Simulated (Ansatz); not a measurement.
# Ga: energy and pressure over a range of volumes

Aim: scale the cell of Ga up and down at fixed shape and fractional positions, and get the equilibrium volume and bulk modulus with LAPW, PAW and all-electron datasets made for the crystal.

Program: Ansatz 0.2.0. Level of theory: DFT PBE, scalar-relativistic. These are calculated values, not measurements.

1 further run of the same task is left out (it didn't finish).

### Step 1. The structure to begin with

Symmetry: P6_3/mmc, No. 194, hexagonal system. The conventional cell has a = 3.011 Å, b = 3.011 Å, c = 4.866 Å, α = 90.00°, β = 90.00°, γ = 120.00°. Ga (site symmetry -6m2) has 12 Ga at 2.99 to 3.01 Å as nearest neighbours.

As a file:

```cif
data_structure
_symmetry_space_group_name_H-M 'P6_3/mmc'
_symmetry_Int_Tables_number 194
_cell_length_a 3.0110
_cell_length_b 3.0110
_cell_length_c 4.8661
_cell_angle_alpha 90.000
_cell_angle_beta 90.000
_cell_angle_gamma 120.000
_cell_volume 38.21
loop_
_atom_site_label
_atom_site_type_symbol
_atom_site_symmetry_multiplicity
_atom_site_Wyckoff_symbol
_atom_site_fract_x
_atom_site_fract_y
_atom_site_fract_z
_atom_site_occupancy
Ga1 Ga 2 c 0.33333 0.66667 0.25000 1
```

The file gives the conventional cell by its symmetry; the runs use the cell typed in the input.

The cell was relaxed by PAW from a hypothetical start (hcp type); it needn't be the stable phase of this composition.

Atoms are numbered in the order of the input: Ga1, Ga2.

### Step 2. Volume × 0.9405, LAPW

File input.yaml:

```yaml
crystal:
  lattice:
    - [2.9500881197, 0.0, 0.0]
    - [-1.4750440598, 2.554851255, 0.0]
    - [0.0, 0.0, 4.7676065732]
  atoms:
    - { symbol: Ga, position: [0.3333333333, 0.6666666667, 0.25] }
    - { symbol: Ga, position: [0.6666666667, 0.3333333333, 0.75] }
kpoints:
  mp_grid: { grid: [18, 18, 10] }
scf:
  occupations: { method: fermi_dirac, width: 0.05 }
hamiltonian:
  xc: pbe
  pseudopotentials: { kind: all_electron, lapw: { basis_error: 0.0005 } }
output:
  forces: true
  stress: true
  eigenvalues: true
```

Command:

```bash
> ansatz run input.yaml --threads 1 --pin off --max-ram 2048MiB --backend cpu --events-out ev --progress --plain --runs-dir out
```

Standard output (excerpt; [...] marks lines left out):

```text
LAPW: plane waves up to 7.653 Å⁻¹, error target 5.0e-4 eV per atom; small_component_spin mean_spin; Ga in spheres of 1.465 Å, 21 of its electrons in bands, Dirac shells []
[...]
Pseudopotentials: kind: all_electron
Pseudopotential: Ga, LAPW, valence charge 21, Koelling and Harmon's equation, gaussian nucleus
Functional definition: PBE
[...]
Crystal: 2 atoms, lattice volume = 35.934 Å³
Basis set: ecut = 223.16593575843882 eV, 287 PW (Γ), exchange–correlation at level 2
Bands: 26, of which v1, the nominal top of the filled ones, is band 21 counted from 1 (20 counted from 0)
Symmetry: 24 space group operations
Space group: P63/mmc (ITA 194), of the structure as read, at distance tolerance 3.3e-5 Å
k-points: 222 of 3240
[...]
SCF iter   1: F=—  HF=-105799.683229 eV  |F-HF|=—  |Δ(HF+E_count)|=         —  Δρ=7.25e-3  dr2=1.06e-2  ethr=2.50e-5  ⟨swp⟩=3.3  Hψ=40482  notcnv=0
[...]
SCF iter   7: F=-105799.612356 eV  HF=-105799.612356 eV  |F-HF|=2.33e-10  |Δ(HF+E_count)|=   2.74e-7  Δρ=8.61e-6  dr2=2.46e-8  ethr=3.69e-9  ⟨swp⟩=2.0  Hψ=17444  notcnv=0
[...]
SCF converged after 7 iterations
Free energy (F): -105799.612356 eV
[...]
E sigma→0 (E₀):  -105799.608650 eV
Entropy (-TS):   -0.007411 eV (-3.706 meV/atom)
Fermi energy:    12.586536 eV
[...]
--- Forces (eV/Å), atoms counted from 1 ---
  atom   1  Ga    -0.00000000    -0.00000000     0.00000000
  atom   2  Ga     0.00000000     0.00000000     0.00000000
[...]
--- Stress (GPa, compression-positive) ---
        3.271009       0.000000       0.000000
        0.000000       3.271009       0.000000
        0.000000       0.000000       3.326898
  P = ⅓ Tr σ = 3.2896 GPa (32.896 kbar)
--- Band table (eV; the first three rows and the last of 222) ---
  k-point 0: bands = ["-131.1809", "-131.1806", "-81.9138", "-81.9121", "-81.9121", "-81.9112", "-81.9112", "-81.9091", "-2.4617", "-2.3617", "-2.3482", "-2.3482", "-2.3217", "-2.3217", "-2.2817", "-2.2817", "-2.1286", "-2.1286", "1.1320", "7.6997", "8.4027", "22.4898", "22.4898", [...]
[...]
```

Wall time 44 s (1 thread of Intel Xeon Platinum 8259CL at 2.50GHz (Skylake/Cascade Lake), shared host).

This run gives: pressure 3.29 GPa; no gap.

### Step 3. Volume × 0.9405, PAW

Changes to input.yaml since step 2:

```diff
@@ -14,3 +14,3 @@
   xc: pbe
-  pseudopotentials: { kind: all_electron, lapw: { basis_error: 0.0005 } }
+  pseudopotentials: { kind: paw }
 output:
@@ -19 +19,2 @@
   eigenvalues: true
+  efg: { contact_densities: true }
```

Command:

```bash
> ansatz run input.yaml --threads 1 --pin off --max-ram 2048MiB --backend cpu --events-out ev --progress --plain --runs-dir out
```

Standard output (excerpt; [...] marks lines left out):

```text
[...]
Pseudopotentials: kind: paw
Pseudopotential: Ga, paw, valence charge 13, recommended cutoff 420 eV (normal)
[... 1 set-up line as earlier in the session ...]
[...]
Crystal: 2 atoms, lattice volume = 35.934 Å³
Basis set: ecut = 420 eV, 699 PW (Γ), exchange–correlation on 40×40×64 points (8 copies of the dense FFT grid, shifted against one another)
Bands: 17, of which v1, the nominal top of the filled ones, is band 13 counted from 1 (12 counted from 0)
[... 2 set-up lines as earlier in the session ...]
k-points: 222 of 3240
[...]
SCF iter   1: F=—  HF=-7565.959728 eV  |F-HF|=—  |Δ(HF+E_count)|=         —  Δρ=1.76e-3  dr2=7.57e-4  ethr=1.77e-3  ⟨swp⟩=5.4  Hψ=18090  notcnv=0
[...]
  atom   1  Ga    -0.00000000     0.00000000     0.00000000
  atom   2  Ga     0.00000000    -0.00000000     0.00000000
[...]
--- Stress (GPa, compression-positive) ---
        3.251147       0.000000       0.000000
        0.000000       3.251147       0.000000
        0.000000       0.000000       3.304046
  P = ⅓ Tr σ = 3.2688 GPa (32.688 kbar)
--- PAW observables at the nuclei: V_zz in 10²¹ V/m², potentials from the cell's mean, atoms counted from 1 ---
  atom   1  Ga V_zz =    -0.208228   η = 0.0000   by run symmetry: allowed
            electrostatic potential = -4133.858899 V   contact ρ = 187445.165262 e/Å³
  atom   2  Ga V_zz =    -0.208228   η = 0.0000   by run symmetry: allowed
            electrostatic potential = -4133.858899 V   contact ρ = 187445.165262 e/Å³
--- Band table (eV; the first three rows and the last of 222) ---
  k-point 0: bands = ["-4.6195", "-4.5195", "-4.5060", "-4.5060", "-4.4795", "-4.4795", "-4.4395", "-4.4395", "-4.2864", "-4.2864", "-1.0259", "5.5408", "6.2443", "20.3261", "20.3261", "22.3539", "22.3539"]
[...]
```

Run time: 8 s. Hardware: 1 thread of Intel Xeon Platinum 8259CL at 2.50GHz (Skylake/Cascade Lake), shared host.

This run gives: pressure 3.27 GPa; no gap; Vzz Ga1 -0.21 (η = 0.00) (10²¹ V/m²).

### Step 4. Volume × 0.9405, crystal datasets

Changes to input.yaml since step 3:

```diff
@@ -14,3 +14,3 @@
   xc: pbe
-  pseudopotentials: { kind: paw }
+  pseudopotentials: { kind: all_electron, datasets: crystal }
 output:
```

Command:

```bash
> ansatz run input.yaml --threads 1 --pin off --max-ram 2048MiB --backend cpu --events-out ev --progress --plain --runs-dir out
```

Standard output (excerpt; [...] marks lines left out):

```text
[...]
[... 1 set-up line as earlier in the session ...]
Pseudopotential: Ga, paw, valence charge 13, recommended cutoff 240 eV (normal), Koelling and Harmon's equation, gaussian nucleus
[... 1 set-up line as earlier in the session ...]
[...]
Crystal: 2 atoms, lattice volume = 35.934 Å³
Basis set: ecut = 240 eV, 313 PW (Γ), exchange–correlation on 30×30×50 points (8 copies of the dense FFT grid, shifted against one another)
Bands: 17, of which v1, the nominal top of the filled ones, is band 13 counted from 1 (12 counted from 0)
[... 2 set-up lines as earlier in the session ...]
k-points: 222 of 3240
[...]
SCF iter   1: F=—  HF=-105799.616883 eV  |F-HF|=—  |Δ(HF+E_count)|=         —  Δρ=1.70e-2  dr2=1.20e-1  ethr=4.64e-4  ⟨swp⟩=3.5  Hψ=19315  notcnv=0
[...]
        0.000000       3.271703       0.000000
        0.000000       0.000000       3.327715
  P = ⅓ Tr σ = 3.2904 GPa (32.904 kbar)
--- PAW observables at the nuclei: V_zz in 10²¹ V/m², potentials from the cell's mean, atoms counted from 1 ---
  atom   1  Ga V_zz =    -0.224429   η = 0.0000   by run symmetry: allowed
            electrostatic potential = -4133.836169 V   contact ρ = 187514.886702 e/Å³
  atom   2  Ga V_zz =    -0.224429   η = 0.0000   by run symmetry: allowed
            electrostatic potential = -4133.836169 V   contact ρ = 187514.886702 e/Å³
--- Band table (eV; the first three rows and the last of 222) ---
  k-point 0: bands = ["-2.4618", "-2.3619", "-2.3482", "-2.3482", "-2.3218", "-2.3218", "-2.2818", "-2.2818", "-2.1287", "-2.1287", "1.1320", "7.6996", "8.4027", "22.4898", "22.4898", "24.5170", "24.5170"]
[...]
  guard bands above this table: 0 of the run's 17 bands, where the rule asks 2: the bands that hold charge and the lowest empty level above them stay in the table. A level can be missing at the table's top as with no guard band: raise scf.n_extra_bands
```

Run time: 53 s. Hardware: 1 thread of Intel Xeon Platinum 8259CL at 2.50GHz (Skylake/Cascade Lake), shared host.

This run gives: pressure 3.29 GPa; Vzz Ga1 -0.22 (η = 0.00) (10²¹ V/m²).

### Step 5. Volume × 0.97, LAPW

File input.yaml:

```yaml
crystal:
  lattice:
    - [2.9806155767, 0.0, 0.0]
    - [-1.4903077884, 2.5812888084, 0.0]
    - [0.0, 0.0, 4.8169416775]
  atoms:
    - { symbol: Ga, position: [0.3333333333, 0.6666666667, 0.25] }
    - { symbol: Ga, position: [0.6666666667, 0.3333333333, 0.75] }
kpoints:
  mp_grid: { grid: [18, 18, 10] }
scf:
  occupations: { method: fermi_dirac, width: 0.05 }
hamiltonian:
  xc: pbe
  pseudopotentials: { kind: all_electron, lapw: { basis_error: 0.0005 } }
output:
  forces: true
  stress: true
  eigenvalues: true
```

Command:

```bash
> ansatz run input.yaml --threads 1 --pin off --max-ram 2048MiB --backend cpu --events-out ev --progress --plain --runs-dir out
```

Standard output (excerpt; [...] marks lines left out):

```text
LAPW: plane waves up to 7.555 Å⁻¹, error target 5.0e-4 eV per atom; small_component_spin mean_spin; Ga in spheres of 1.480 Å, 21 of its electrons in bands, Dirac shells []
[...]
[... 3 set-up lines as earlier in the session ...]
[...]
Crystal: 2 atoms, lattice volume = 37.061 Å³
Basis set: ecut = 217.440608272384 eV, 287 PW (Γ), exchange–correlation at level 2
Bands: 26, of which v1, the nominal top of the filled ones, is band 21 counted from 1 (20 counted from 0)
[... 2 set-up lines as earlier in the session ...]
k-points: 222 of 3240
[...]
SCF iter   1: F=—  HF=-105799.695054 eV  |F-HF|=—  |Δ(HF+E_count)|=         —  Δρ=6.91e-3  dr2=1.02e-2  ethr=2.40e-5  ⟨swp⟩=3.3  Hψ=40455  notcnv=0
[...]
SCF iter   7: F=-105799.628993 eV  HF=-105799.628993 eV  |F-HF|=3.20e-10  |Δ(HF+E_count)|=   2.56e-7  Δρ=8.23e-6  dr2=2.25e-8  ethr=3.65e-9  ⟨swp⟩=2.0  Hψ=17504  notcnv=0
[...]
SCF converged after 7 iterations
Free energy (F): -105799.628993 eV
[...]
E sigma→0 (E₀):  -105799.625146 eV
Entropy (-TS):   -0.007694 eV (-3.847 meV/atom)
Fermi energy:    12.095605 eV
[...]
--- Forces (eV/Å), atoms counted from 1 ---
  atom   1  Ga    -0.00000000    -0.00000000    -0.00000000
  atom   2  Ga     0.00000000     0.00000000     0.00000000
[...]
--- Stress (GPa, compression-positive) ---
        1.498116       0.000000       0.000000
       -0.000000       1.498116       0.000000
        0.000000       0.000000       1.499915
  P = ⅓ Tr σ = 1.4987 GPa (14.987 kbar)
--- Band table (eV; the first three rows and the last of 222) ---
[... band rows left out ...]
[...]
```

It took 44 s on 1 thread of Intel Xeon Platinum 8259CL at 2.50GHz (Skylake/Cascade Lake), shared host.

Read from it: pressure 1.50 GPa; no gap.

### Step 6. Volume × 0.97, PAW

Changes to input.yaml since step 5:

```diff
@@ -14,3 +14,3 @@
   xc: pbe
-  pseudopotentials: { kind: all_electron, lapw: { basis_error: 0.0005 } }
+  pseudopotentials: { kind: paw }
 output:
@@ -19 +19,2 @@
   eigenvalues: true
+  efg: { contact_densities: true }
```

Command:

```bash
> ansatz run input.yaml --threads 1 --pin off --max-ram 2048MiB --backend cpu --events-out ev --progress --plain --runs-dir out
```

Standard output (excerpt; [...] marks lines left out):

```text
[...]
[... 3 set-up lines as earlier in the session ...]
[...]
Crystal: 2 atoms, lattice volume = 37.061 Å³
Basis set: ecut = 420 eV, 713 PW (Γ), exchange–correlation on 40×40×72 points (8 copies of the dense FFT grid, shifted against one another)
Bands: 17, of which v1, the nominal top of the filled ones, is band 13 counted from 1 (12 counted from 0)
[... 2 set-up lines as earlier in the session ...]
k-points: 222 of 3240
[...]
SCF iter   1: F=—  HF=-7565.976230 eV  |F-HF|=—  |Δ(HF+E_count)|=         —  Δρ=1.81e-3  dr2=7.54e-4  ethr=1.77e-3  ⟨swp⟩=5.4  Hψ=18260  notcnv=0
[...]
  atom   1  Ga    -0.00000000     0.00000000    -0.00000000
  atom   2  Ga     0.00000000     0.00000000     0.00000000
[...]
--- Stress (GPa, compression-positive) ---
        1.478136       0.000000       0.000000
       -0.000000       1.478136       0.000000
        0.000000       0.000000       1.480738
  P = ⅓ Tr σ = 1.4790 GPa (14.790 kbar)
--- PAW observables at the nuclei: V_zz in 10²¹ V/m², potentials from the cell's mean, atoms counted from 1 ---
  atom   1  Ga V_zz =    -0.216433   η = 0.0000   by run symmetry: allowed
            electrostatic potential = -4133.374383 V   contact ρ = 187446.076288 e/Å³
  atom   2  Ga V_zz =    -0.216433   η = 0.0000   by run symmetry: allowed
            electrostatic potential = -4133.374383 V   contact ρ = 187446.076288 e/Å³
--- Band table (eV; the first three rows and the last of 222) ---
  k-point 0: bands = ["-5.0061", "-4.9185", "-4.9059", "-4.9059", "-4.8817", "-4.8817", "-4.8446", "-4.8446", "-4.7024", "-4.7024", "-1.2115", "5.1340", "5.9675", "19.6425", "19.6425", "21.6371", "21.6371"]
[...]
```

Run time: 8.5 s. Hardware: 1 thread of Intel Xeon Platinum 8259CL at 2.50GHz (Skylake/Cascade Lake), shared host.

Read from it: pressure 1.48 GPa; no gap; Vzz Ga1 -0.22 (η = 0.00) (10²¹ V/m²).

(Part 1 of 2 ends here.)
